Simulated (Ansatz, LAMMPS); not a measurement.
# Structural relaxation of amorphous TiO2 at 3.05 g/cm^3 (84 atoms), part 3 of 4

How does amorphous TiO2 at 3.05 g/cm^3 (84 atoms) relax, and what do bonds, charges and levels look like afterwards?

Ansatz 0.2.0; Kohn-Sham DFT, PBE, PAW (set soft_2), plane waves.

The cell: 28 Ti and 56 O. The quench rate of 50 K/ps far exceeds what a furnace or splat quench reaches. The starting topology of bonds comes from the classical model. Only the Γ point is sampled in the main run, in a cell whose shortest periodic width is 11 Å.

So far. Step 4 (Relaxation): The relaxation changed the energy by -51.7 meV/atom, and atoms moved by 0.37 Å r.m.s., 1.1 Å at most.

## 6. Single point at the relaxed geometry

The electronic structure is read at the final geometry, in a run of its own.

input.yaml reads:

```yaml
crystal:
  lattice:
    - [10.6745, 0.0, 0.0]
    - [0.0, 10.6745, 0.0]
    - [0.0, 0.0, 10.6745]
  atoms:
    - { symbol: Ti, position: [0.20605, 0.86597, 0.90796] }
    - { symbol: Ti, position: [0.15022, 0.67084, 0.67206] }
    - { symbol: Ti, position: [0.04657, 0.0096, 0.17593] }
    - { symbol: Ti, position: [0.86832, 0.14928, 0.51081] }
    - { symbol: Ti, position: [0.61315, 0.51326, 0.8664] }
    - { symbol: Ti, position: [0.01504, 0.62125, 0.22698] }
    - { symbol: Ti, position: [0.14602, 0.06188, 0.6489] }
    - { symbol: Ti, position: [0.0432, 0.32708, 0.82799] }
    - { symbol: Ti, position: [0.57953, 0.10766, 0.84526] }
    - { symbol: Ti, position: [0.99338, 0.84898, 0.46786] }
    - { symbol: Ti, position: [0.406, 0.21072, 0.10234] }
    - { symbol: Ti, position: [0.64089, 0.40859, 0.54264] }
    - { symbol: Ti, position: [0.47062, 0.04517, 0.55228] }
    - { symbol: Ti, position: [0.8491, 0.73077, 0.94862] }
    - { symbol: Ti, position: [0.45292, 0.75396, 0.5016] }
    - { symbol: Ti, position: [0.62553, 0.45714, 0.1981] }
    - { symbol: Ti, position: [0.84983, 0.52874, 0.69249] }
    - { symbol: Ti, position: [0.30281, 0.46513, 0.96101] }
    - { symbol: Ti, position: [0.07735, 0.31289, 0.32145] }
    - { symbol: Ti, position: [0.76432, 0.91033, 0.69482] }
    - { symbol: Ti, position: [0.32026, 0.47696, 0.48101] }
    - { symbol: Ti, position: [0.34692, 0.65896, 0.20334] }
    - { symbol: Ti, position: [0.4886, 0.81464, 0.77838] }
    - { symbol: Ti, position: [0.66217, 0.21223, 0.33333] }
    - { symbol: Ti, position: [0.79104, 0.2911, 0.02779] }
    - { symbol: Ti, position: [0.74207, 0.9125, 0.16266] }
    - { symbol: Ti, position: [0.45178, 0.96907, 0.26039] }
    - { symbol: Ti, position: [0.76096, 0.67696, 0.39311] }
    - { symbol: O, position: [0.96146, 0.68477, 0.07281] }
    - { symbol: O, position: [0.66577, 0.44036, 0.72186] }
    - { symbol: O, position: [0.1756, 0.65947, 0.24287] }
    - { symbol: O, position: [0.01282, 0.45063, 0.24045] }
    - { symbol: O, position: [0.30341, 0.06613, 0.58126] }
    - { symbol: O, position: [0.62187, 0.94086, 0.82942] }
    - { symbol: O, position: [0.97904, 0.27047, 0.45499] }
    - { symbol: O, position: [0.74755, 0.8271, 0.30535] }
    - { symbol: O, position: [0.94592, 0.68875, 0.37818] }
    - { symbol: O, position: [0.55567, 0.89241, 0.61633] }
    - { symbol: O, position: [0.41604, 0.904, 0.42288] }
    - { symbol: O, position: [0.46792, 0.42166, 0.54739] }
    - { symbol: O, position: [0.77619, 0.52955, 0.53] }
    - { symbol: O, position: [0.04441, 0.91332, 0.31462] }
    - { symbol: O, position: [0.14651, 0.96161, 0.78292] }
    - { symbol: O, position: [0.23134, 0.36722, 0.38317] }
    - { symbol: O, position: [0.40925, 0.81497, 0.19138] }
    - { symbol: O, position: [0.86504, 0.84698, 0.82213] }
    - { symbol: O, position: [0.71698, 0.25471, 0.52126] }
    - { symbol: O, position: [0.34321, 0.0815, 0.20002] }
    - { symbol: O, position: [0.52718, 0.11568, 0.40116] }
    - { symbol: O, position: [0.22125, 0.5279, 0.60701] }
    - { symbol: O, position: [0.6004, 0.01066, 0.18171] }
    - { symbol: O, position: [0.83459, 0.82893, 0.55341] }
    - { symbol: O, position: [0.52872, 0.13975, 0.68445] }
    - { symbol: O, position: [0.37583, 0.87704, 0.88771] }
    - { symbol: O, position: [0.11362, 0.20491, 0.73206] }
    - { symbol: O, position: [0.45169, 0.14294, 0.95138] }
    - { symbol: O, position: [0.4878, 0.54523, 0.19292] }
    - { symbol: O, position: [0.9527, 0.29608, 0.97109] }
    - { symbol: O, position: [0.74279, 0.57432, 0.25951] }
    - { symbol: O, position: [0.77144, 0.26826, 0.19376] }
    - { symbol: O, position: [0.36309, 0.62925, 0.40187] }
    - { symbol: O, position: [0.08211, 0.17294, 0.22262] }
    - { symbol: O, position: [0.01148, 0.02625, 0.53992] }
    - { symbol: O, position: [0.12932, 0.79804, 0.55397] }
    - { symbol: O, position: [0.98611, 0.62511, 0.67253] }
    - { symbol: O, position: [0.5669, 0.67626, 0.83482] }
    - { symbol: O, position: [0.92365, 0.38094, 0.71941] }
    - { symbol: O, position: [0.16545, 0.71528, 0.83689] }
    - { symbol: O, position: [0.37922, 0.73708, 0.65792] }
    - { symbol: O, position: [0.62831, 0.38685, 0.36291] }
    - { symbol: O, position: [0.80019, 0.59108, 0.85516] }
    - { symbol: O, position: [0.14145, 0.93269, 0.05327] }
    - { symbol: O, position: [0.16314, 0.44147, 0.86236] }
    - { symbol: O, position: [0.60306, 0.68696, 0.47043] }
    - { symbol: O, position: [0.71066, 0.19064, 0.91882] }
    - { symbol: O, position: [0.68743, 0.43968, 0.02185] }
    - { symbol: O, position: [0.53629, 0.2777, 0.18473] }
    - { symbol: O, position: [0.29449, 0.33762, 0.07339] }
    - { symbol: O, position: [0.30562, 0.61407, 0.04059] }
    - { symbol: O, position: [0.72245, 0.79108, 0.04225] }
    - { symbol: O, position: [0.8843, 0.99878, 0.12024] }
    - { symbol: O, position: [0.45706, 0.4475, 0.88674] }
    - { symbol: O, position: [0.80407, 0.06541, 0.66563] }
    - { symbol: O, position: [0.79489, 0.09387, 0.37259] }
kpoints:
  mp_grid: { grid: [1, 1, 1] }
hamiltonian:
  xc: pbe
scf:
  occupations: { method: fermi_dirac, width: 0.025 }
output:
  forces: true
  stress: true
  populations: true
  dos:
    method: { smearing: { sigma: 0.08 } }
    de: 0.05
    projected: { site_lists: { O: [O], Ti: [Ti] } }
  eigenvalues: true
  write_density: true
  write_potential: true
  volumetric_format: npy
```

On the command line:

```sh
ansatz run input.yaml --threads 4 --pin off --max-ram 8192MiB --backend cpu --events-out ev --progress --plain --runs-dir out
```

Numbers of over 12 decimals in the logs are rounded to 6 here.

What it wrote:

```text
[...]
Crystal: 84 atoms, lattice volume = 1216.305 Å³
Basis set: ecut = 420 eV, 23847 PW (Γ), exchange–correlation on 144×144×144 points (8 copies of the dense FFT grid, shifted against one another)
Bands: 420, of which v1, the nominal top of the filled ones, is band 336 counted from 1 (335 counted from 0)
Symmetry: 1 space group operations
[...]
k-points: 1
[...]
SCF iter   1: F=—  HF=-101875.796148 eV  |F-HF|=—  |Δ(HF+E_count)|=         —  Δρ=4.21e-3  dr2=1.93e-1  ethr=1.77e-3  ⟨swp⟩=5.0  Hψ=1558  notcnv=0  defer=36
[...]
SCF iter  12: F=-101875.790980 eV  HF=-101875.790980 eV  |F-HF|=6.50e-9  |Δ(HF+E_count)|=   9.77e-8  Δρ=2.23e-6  dr2=7.83e-8  ethr=1.49e-11  ⟨swp⟩=15.0  Hψ=2862  notcnv=0
SCF 1 converged in 12 iterations: F = -101875.790980 eV  dr2 = 7.83e-8
[...]
SCF converged after 12 iterations
Free energy (F): -101875.790980 eV
[...]
Internal energy: -101875.790980 eV  (E = F + TS)
E sigma→0 (E₀):  -101875.790980 eV
Fermi energy:    5.644733 eV
[...]
--- Forces (eV/Å), atoms counted from 1 ---
  atom   1  Ti    -0.00091933    -0.00575558     0.00065552
  atom   2  Ti     0.00508745    -0.00263695    -0.00744006
  atom   3  Ti     0.00161679     0.00335800    -0.00553055
  atom   4  Ti    -0.00256248    -0.00154805    -0.00555830
  atom   5  Ti     0.00151660    -0.01302173    -0.00065164
  atom   6  Ti    -0.00928155    -0.00758901     0.00411610
  atom   7  Ti     0.00398446    -0.00073856    -0.01283326
  atom   8  Ti     0.00231518    -0.00029467     0.00042040
  atom   9  Ti    -0.00171431    -0.00000754    -0.00768505
  atom  10  Ti     0.00822918     0.00023934     0.00860933
  atom  11  Ti     0.00603670    -0.00685491     0.00471315
  atom  12  Ti     0.00283623     0.00118294    -0.00153084
  atom  13  Ti     0.00120351    -0.00595742     0.00726913
  atom  14  Ti     0.00125249    -0.00250625     0.00564265
[...]
atom  83  O     -0.01131780    -0.00068149     0.00374111
  atom  84  O     -0.00220784     0.00326029     0.00007413
  max |Σ_I F_I| component: 7.92e-5 eV/Å
--- Stress (GPa, compression-positive) ---
       -0.419553      -0.526546       0.214094
       -0.526546       0.194354      -0.746016
        0.214094      -0.746016      -0.982924
  P = ⅓ Tr σ = -0.4027 GPa (-4.027 kbar)
--- Band table (eV) ---
[...]
--- Löwdin populations: 84 sites ---
  site symbol       q [e]
     0     Ti     10.6528
     1     Ti     10.6534
     2     Ti     10.6464
[...]
83      O      6.5568
  spilling = 0.003514 (of n_electrons = 672.000000)
```

Wall time 18 s (4 threads of AMD EPYC 7B13 (Zen 3), shared host); peak memory 1.7 GiB; 68 s of CPU time.

Read from the output:

- free energy: -101875.7910 eV
- free energy per atom: -1212.8070 eV/atom
- SCF cycles: 12
- pressure: -0.4027 GPa
- r.m.s. force component: 0.00464 eV/Å
- longest force: 0.02012 eV/Å
- Fermi energy: 5.645 eV
- gap (highest filled to lowest empty level): 2.92 eV
- spilling of the projection: 0.003514

Löwdin charges by element and coordination (they lack the spilled electrons, 0.028 e an atom on average):

| element | coordination | atoms | mean charge (e) | spread | least | most |
| --- | --- | --- | --- | --- | --- | --- |
| O | all | 56 | -0.627 | 0.0435 | -0.744 | -0.557 |
| O | 2 | 39 | -0.607 | 0.0282 | -0.676 | -0.557 |
| O | 3 | 16 | -0.670 | 0.0326 | -0.709 | -0.599 |
| O | 4 | 1 | -0.744 | 0 | -0.744 | -0.744 |
| Ti | all | 28 | 1.34 | 0.0166 | 1.31 | 1.37 |
| Ti | 4 | 13 | 1.34 | 0.0129 | 1.31 | 1.37 |
| Ti | 5 | 12 | 1.33 | 0.019 | 1.31 | 1.37 |
| Ti | 6 | 3 | 1.34 | 0.0158 | 1.32 | 1.36 |

States in the cell by windows of 0.5 eV, zero at the Fermi level; the larger projections on atomic orbitals stand beside the total:

| from (eV) | to (eV) | total | O p | Ti d |
| --- | --- | --- | --- | --- |
| -10 | -6.5 | 0.0 | 0.0 | 0.0 |
| -6.5 | -6 | 0.1 | 0.1 | 0.0 |
| -6 | -5.5 | 6.2 | 4.4 | 1.4 |
| -5.5 | -5 | 24.5 | 17.0 | 6.2 |
| -5 | -4.5 | 58.8 | 40.7 | 15.7 |
| -4.5 | -4 | 57.5 | 42.1 | 13.0 |
| -4 | -3.5 | 35.2 | 27.7 | 6.4 |
| -3.5 | -3 | 36.5 | 29.9 | 5.6 |
| -3 | -2.5 | 42.6 | 36.6 | 5.0 |
| -2.5 | -2 | 41.6 | 37.6 | 3.1 |
| -2 | -1.5 | 30.1 | 28.2 | 1.4 |
| -1.5 | -1 | 2.7 | 2.5 | 0.1 |
| -1 | 1 | 0.0 | 0.0 | 0.0 |
| 1 | 1.5 | 4.0 | 0.3 | 3.7 |
| 1.5 | 2 | 28.5 | 2.1 | 25.5 |
| 2 | 2.5 | 38.4 | 4.3 | 32.3 |
| 2.5 | 3 | 38.6 | 6.1 | 30.1 |

Between -26 and -10 eV lie 112 more states.

The stored curve holds about 448 of the 672 electrons; the rest, give or take the few that broadening carries across the Fermi level, lie in deeper levels below its range.

The levels nearest the highest filled one (over half full), pooled over k-points and spins:

| level less the highest filled one (eV) | occupation |
| --- | --- |
| -0.216 | 2 |
| -0.186 | 2 |
| -0.132 | 2 |
| -0.0505 | 2 |
| -0.0357 | 2 |
| 0 | 2 |
| 2.92 | 0 |
| 2.93 | 0 |
| 3.00 | 0 |
| 3.08 | 0 |
| 3.15 | 0 |
| 3.18 | 0 |

Electrostatic potential energy in the ab plane at fractional z = 0.185, with atoms of Ti and O within 0.2 Å of it. With pseudopotentials it is smooth inside the atoms' cores, unlike the true potential.

Ten even steps from '0' (-34 eV) to '9' (11 eV), each cell a mean:
```
101379999998544662135323588885
645789999998655788873000378998
888999999998678899973100379999
999999999982017999986434689999
999999999970006999998888899999
999999998874359999999999999999
788999986323589999999999999988
346875774000268999999999999875
013776774000268999999999999852
114799987423553479999999999852
457899998877720037667899999876
888999999999950044113789999998
579999999999998751001589999998
579999999999999862001589999998
999999999999999975335789999999
999999999999999767888888999999
999999999998886002799720389999
999999999987775001799600079999
985699999876567547999843599999
940279999986668999999999999999
863489999635788999999999999999
655789998100688999899999999998
101379998201688873249999999985
000268999877756740017777887773
```
Columns run along a (10.7 Å; values clipped at the 3rd and 97th percentile), rows up along b (10.7 Å). Atoms in or near the plane, at fractional coordinates: Ti at (0.05, 0.01), Ti at (0.63, 0.46), Ti at (0.35, 0.66), O at (0.41, 0.81), O at (0.34, 0.08), O at (0.60, 0.01), O at (0.49, 0.55), O at (0.77, 0.27), O at (0.54, 0.28).

Valence density in the ab plane at fractional z = 0.185, with atoms of Ti and O within 0.2 Å of it. It is the smooth field of the valence electrons, not physical close to the nuclei.

Values in e/Å³, 13 rows by 16 columns, each cell a mean:
```
2.9 2.2 0.2 0.0 0.0 0.1 0.3 0.6 0.5 2.0 1.4 3.5 3.6 0.6 0.6 0.4
0.1 0.1 0.0 0.0 0.0 0.4 2.0 1.0 0.1 0.1 0.3 3.6 3.8 0.3 0.1 0.1
0.0 0.0 0.0 0.0 0.1 0.9 4.9 2.3 0.1 0.0 0.0 0.2 0.2 0.1 0.0 0.0
0.2 0.2 0.4 0.4 0.5 2.6 1.6 0.3 0.0 0.0 0.0 0.0 0.0 0.0 0.1 0.2
3.8 0.9 1.0 0.9 1.2 6.9 3.4 0.4 0.3 0.1 0.0 0.2 0.2 0.1 0.1 1.3
2.0 0.4 0.2 0.2 0.2 0.7 0.7 3.8 3.3 0.4 0.3 0.5 0.4 0.1 0.1 0.7
1.0 0.3 0.0 0.0 0.0 0.0 0.2 1.8 1.9 3.7 5.2 0.7 0.1 0.0 0.1 0.5
0.9 0.3 0.0 0.0 0.0 0.0 0.0 0.1 0.3 3.0 4.3 0.5 0.1 0.0 0.1 0.4
0.1 0.1 0.0 0.0 0.1 0.1 0.1 0.4 2.0 1.1 0.2 0.5 1.4 0.4 0.1 0.1
0.2 0.4 0.2 0.0 0.1 0.1 0.3 0.9 4.9 2.4 0.3 1.6 5.3 1.4 0.1 0.0
0.9 2.9 0.7 0.1 0.1 0.4 0.5 0.3 0.5 0.3 0.1 0.3 0.7 0.2 0.0 0.1
0.8 1.2 0.3 0.1 0.8 4.3 1.8 0.2 0.1 0.4 0.2 0.1 0.0 0.1 0.1 0.1
6.3 5.0 0.3 0.1 0.5 2.3 1.1 0.4 0.9 4.7 2.6 0.3 0.1 0.4 0.7 0.8
```
Columns run along a (10.7 Å), rows up along b (10.7 Å). Atoms in or near the plane, at fractional coordinates: Ti at (0.05, 0.01), Ti at (0.63, 0.46), Ti at (0.35, 0.66), O at (0.41, 0.81), O at (0.34, 0.08), O at (0.60, 0.01), O at (0.49, 0.55), O at (0.77, 0.27), O at (0.54, 0.28).

Mean Löwdin charges: O -0.63, Ti +1.34 e (they miss 0.35 % of the electrons, so they add up to more than the cell's charge). The largest share in the top eV of filled states is O p (93 % of the projected weight), and in the lowest eV of empty states Ti d (89 % of the projected weight).

The surroundings of Ti16, which has 6 bonded neighbours where the commonest count for Ti is 4, nearest first, numbered as they follow in the input and with coordinates relative to it.

| atom | x | y | z | distance (Å) | bonds | Löwdin charge (e) |
| --- | --- | --- | --- | --- | --- | --- |
| Ti16 | 0.00 | 0.00 | 0.00 | 0.00 | 6 | 1.32 |
| O57 | -1.47 | 0.94 | -0.06 | 1.75 | 2 | -0.58 |
| O59 | 1.25 | 1.25 | 0.66 | 1.89 | 2 | -0.59 |
| O70 | 0.03 | -0.75 | 1.76 | 1.91 | 3 | -0.60 |
| O76 | 0.66 | -0.19 | -1.88 | 2.00 | 3 | -0.71 |
| O77 | -0.95 | -1.92 | -0.14 | 2.14 | 3 | -0.67 |
| O60 | 1.56 | -2.02 | -0.05 | 2.55 | 3 | -0.63 |
| Ti24 | 0.39 | -2.61 | 1.44 | 3.01 | 6 | 1.36 |
| Ti25 | 1.77 | -1.77 | -1.82 | 3.09 | 4 | 1.34 |
| Ti28 | 1.45 | 2.35 | 2.08 | 3.45 | 6 | 1.33 |
| Ti5 | -0.13 | 0.60 | -3.54 | 3.59 | 5 | 1.34 |
| Ti11 | -2.34 | -2.63 | -1.02 | 3.67 | 4 | 1.33 |
| Ti22 | -2.97 | 2.15 | 0.06 | 3.67 | 5 | 1.35 |
| Ti12 | 0.16 | -0.52 | 3.68 | 3.72 | 5 | 1.37 |
| O82 | -1.80 | -0.10 | -3.32 | 3.78 | 2 | -0.61 |
| O74 | -0.24 | 2.45 | 2.91 | 3.81 | 2 | -0.61 |

The column of bonds counts only the pairs O-Ti within 2.64 Å; other neighbours, such as metal atoms beside each other in a compound, aren't counted, and periodic images can show an atom twice.

## 7. K-mesh 2×2×2

A denser mesh tests the sampling of the Brillouin zone.

input.yaml, as its differences from that of step 6:

```diff
@@ -8,3 +8,3 @@
 kpoints:
-  mp_grid: { grid: [1, 1, 1] }
+  mp_grid: { grid: [2, 2, 2] }
 hamiltonian:
@@ -22,4 +22 @@
   eigenvalues: true
-  write_density: true
-  write_potential: true
-  volumetric_format: npy
```

What it wrote:

```text
[...]
Crystal: 84 atoms, lattice volume = 1216.305 Å³
Basis set: ecut = 420 eV, 23847 PW (Γ), exchange–correlation on 144×144×144 points (8 copies of the dense FFT grid, shifted against one another)
Bands: 420, of which v1, the nominal top of the filled ones, is band 336 counted from 1 (335 counted from 0)
Symmetry: 1 space group operations
[...]
k-points: 8
[...]
SCF iter   1: F=—  HF=-101875.816976 eV  |F-HF|=—  |Δ(HF+E_count)|=         —  Δρ=4.17e-3  dr2=1.88e-1  ethr=1.77e-3  ⟨swp⟩=5.0  Hψ=12396  notcnv=0  defer=303
[...]
SCF iter  11: F=—  HF=-101875.811821 eV  |F-HF|=—  |Δ(HF+E_count)|=   1.19e-7  Δρ=3.55e-6  dr2=1.92e-7  ethr=1.32e-10  ⟨swp⟩=2.0  Hψ=4173  notcnv=0  defer=609
SCF iter  12: F=-101875.811821 eV  HF=-101875.811821 eV  |F-HF|=9.24e-9  |Δ(HF+E_count)|=   9.50e-8  Δρ=2.18e-6  dr2=7.48e-8  ethr=1.49e-11  ⟨swp⟩=10.9  Hψ=13689  notcnv=0
SCF 1 converged in 12 iterations: F = -101875.811821 eV  dr2 = 7.48e-8
[...]
SCF converged after 12 iterations
Free energy (F): -101875.811821 eV
[...]
Internal energy: -101875.811821 eV  (E = F + TS)
E sigma→0 (E₀):  -101875.811821 eV
Fermi energy:    5.638971 eV
[...]
Σ components = -101875.811821   (vs F -101875.811821, Δ=0.00e0)
--- Forces (eV/Å), atoms counted from 1 ---
  atom   1  Ti    -0.01051465     0.00447080     0.01598238
  atom   2  Ti    -0.00099482    -0.00698643    -0.00835927
  atom   3  Ti    -0.01514546     0.01123936    -0.01311547
  atom   4  Ti    -0.01577946     0.00238903     0.00483679
[...]
atom  84  O     -0.00575448    -0.00252304    -0.00531304
  max |Σ_I F_I| component: 7.40e-5 eV/Å
--- Stress (GPa, compression-positive) ---
       -0.431348      -0.521268       0.215424
       -0.521268       0.188462      -0.749262
        0.215424      -0.749262      -1.005940
  P = ⅓ Tr σ = -0.4163 GPa (-4.163 kbar)
--- Band table (eV; the first three rows and the last of 8) ---
[...]
--- Löwdin populations: 84 sites ---
  site symbol       q [e]
     0     Ti     10.6528
     1     Ti     10.6535
     2     Ti     10.6464
[...]
83      O      6.5569
  spilling = 0.003508 (of n_electrons = 672.000000)
```

Wall time 2.6 min (4 threads); peak memory 6.5 GiB.

The program notes that it cut back its work space to fit the memory limit.

Geometry and reference: those of the single point at the relaxed geometry.

Forces differ from those of the single point at the relaxed geometry by 11 meV/Å r.m.s.; the energy by -0.25 meV/atom and the gap by -0.041 eV. It took 2.6 min and 12 cycles; the reference's time can't be set against it, since the two runs asked for unlike analyses.

(Part 3 of 4 ends here.)

[Logs are printed without paths, hosts, clocks, repeated set-up lines and the standing remarks that a program may print on its own settings, such as how far it seeks lower states.]

[Hosts, paths, dates, database ids (printed as entryN), source tags and the programs' standing remarks are cut or masked in the printed files.]
